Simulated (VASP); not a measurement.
Input of a VASP 6.6.1 run:

File INCAR:

```
SYSTEM = I
PREC = Accurate
ENCUT = 520
EDIFF = 1E-7
ISMEAR = -1
SIGMA = 0.05
LREAL = .False.
LASPH = .True.
NELM = 100
ALGO = Fast
ISIF = 2
LWAVE = .False.
LCHARG = .False.
GGA = CA
NBANDS = 10
```

Contents of KPOINTS:

```
Automatic mesh
0
Gamma
  7 7 11
  0 0 0
```

Contents of POSCAR:

```
I
1.0
    2.5383465792     -3.7066249365      0.0000000000
    2.5383465792      3.7066249365      0.0000000000
   -1.6208748370      0.0000000000      2.3810977968
I
1
Direct
    0.5000000000      0.5000000000      0.5000000000
```

Potentials or basis: VASP PAW LDA potentials, release 64 (I).

Command:

```sh
$ cat potpaw_LDA.64/I/POTCAR > POTCAR
$ mpirun -np 1 vasp_std > vasp.out
```

Problem. Estimate the pressure.

Solution. -1.3 GPa.

Problem. Estimate the band gap on the k mesh.

Solution. None (metal or under the smearing width).

Stress tensor (GPa, compression positive):
```
-1.42  0.00 -0.05
 0.00 -1.02  0.00
-0.05  0.00 -1.46
```

Caveat: an odd number of electrons without spin polarisation forces a metal; a magnetic or distorted state may lie lower. The run has no spin-orbit coupling, so splittings on I are missing.
